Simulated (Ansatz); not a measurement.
**One relaxed cell of Li2S at several levels**

A database entry relaxed whole under r2SCAN at zero pressure (Fm-3m, No. 225):

```yaml
crystal:
  lattice:
    - [0.00000, 2.84450, 2.84450]
    - [2.84450, 0.00000, 2.84450]
    - [2.84450, 2.84450, 0.00000]
  atoms:
    - { symbol: Li, position: [0.25000, 0.25000, 0.25000] }
    - { symbol: Li, position: [0.75000, 0.75000, 0.75000] }
    - { symbol: S, position: [0.00000, 0.00000, 0.00000] }
```

Its volume is 15.34 Å³ an atom, +0.0 % against the entry's 15.34, which is old or was flagged in a check.

Single points on this cell with plane-wave PAW DFT (Ansatz 0.2.0; r2SCAN 500 eV, hybrids 420 eV; fermi-dirac occupations of width 0.020 eV; no moments): r2SCAN on a 8×8×8 Γ-centred mesh; HSE06 on a 8×8×8 Γ-centred mesh; PBE0 on a 8×8×8 Γ-centred mesh.

Question: How do gap, pressure and charges move from level to level?

Answer: The runs give:

```tsv
level	gap (eV), or kind	pressure (GPa)	Bader charge of Li (e)	Bader charge of S (e)
r2SCAN	3.87	0.0	+0.88	-1.76
HSE06	4.33	-0.4	+0.87	-1.74
PBE0	5.02	-0.4	+0.87	-1.74
```

Under r2SCAN the gap is 3.87 eV, over mesh and band path. HSE06 moves it by +0.46 eV and PBE0 by +1.15 eV; PBE0 keeps its exact exchange at long range, which widens the gap over HSE06's by 0.69 eV on their common mesh.

Caveats: the relaxation kept the start's symmetry; HSE06 is read on its mesh and at the zone's corners, PBE0 on its mesh alone; hybrid pressures are good to a few tenths of a GPa; pressure is positive in compression.
